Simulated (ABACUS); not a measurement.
The system is Ir.

```
Ir
1.0
     0.00000    1.91560    1.91560
     1.91560    0.00000    1.91560
     1.91560    1.91560    0.00000
Ir
1
Direct
  0.00000 0.00000 0.00000
```

Base run:

| Property | Result |
| --- | --- |
| Program | ABACUS 3.10.1 |
| Functional | LDA-PW92 |
| Potentials or basis | PseudoDojo NC SR 0.4.1 LDA stringent |
| Cutoff | 925 eV |
| Density cutoff | 3701 eV |
| Basis | plane waves |
| k mesh | 10 × 10 × 10 |
| Occupations | fermi-dirac, width 0.05 eV |
| Spin | no spin polarisation |

Its results: band gap on the k mesh none (metal or under the smearing width); pressure -6.9 GPa.

Task: The run is repeated on the same cell with these changes: functional from LDA-PW92 to PBE; potentials or basis from PseudoDojo NC SR 0.4.1 LDA stringent to GBRV ultrasoft 1.5 PBE; cutoff from 925 eV to 544 eV; density cutoff from 3701 eV to 4354 eV; valence electrons from 17 to 15. What comes out?

Result: Band gap on the k mesh none (metal or under the smearing width); pressure 10.5 GPa.
